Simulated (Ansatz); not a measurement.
**Strain response of SiO$_{2}$**

Computed with DFT r2SCAN, scalar-relativistic, plane waves, PAW in Ansatz 0.2.0. Run with 500 eV cutoff, 6×6×6 k-mesh, Gaussian smearing of 0.02 eV, no spin polarisation.

The relaxed crystal:

```
Si O
1.0
    -2.62355    4.77554    4.44230
     2.62355   -4.77554    4.44230
     2.62355    4.77554   -4.44230
Si O
4 8
Direct
  0.92942 0.84483 0.08459
  0.73976 0.15517 0.58459
  0.07058 0.15517 0.91541
  0.26024 0.84483 0.41541
  0.13070 0.88070 0.25000
  0.86930 0.11930 0.75000
  0.79283 0.50000 0.79283
  0.20717 0.00000 0.70717
  0.20717 0.50000 0.20717
  0.79283 0.00000 0.29283
  0.00000 0.00000 0.00000
  0.50000 0.00000 0.50000
```

Deformation: biaxial strain in the a-b plane, with the length and tilt of c and the atoms relaxed, all within the symmetry that the strain leaves. Energies are extrapolated to zero smearing. The reference was relaxed within its own symmetry and isn't a minimum along this strain. Gaps are generalised Kohn–Sham gaps over the whole zone.

(1) Give the structure at +2.0 %.

## Answers

(1)
```
Si O
1.0
    -2.75674    4.82583    4.53115
     2.75674   -4.82583    4.53115
     2.40295    4.63426   -4.53115
Si O
4 8
Direct
  0.92667 0.82228 0.05881
  0.73653 0.13214 0.55881
  0.07333 0.17772 0.94119
  0.26347 0.86786 0.44119
  0.12670 0.87670 0.25000
  0.87330 0.12330 0.75000
  0.80570 0.46861 0.73970
  0.22891 0.06600 0.76030
  0.19430 0.53139 0.26030
  0.77109 0.93400 0.23970
  0.00000 0.00000 0.00000
  0.50000 0.00000 0.50000
```
Space group C2/c (15), 4.4 meV/atom over the relaxed crystal.

This form isn't the usual stable structure of the compound.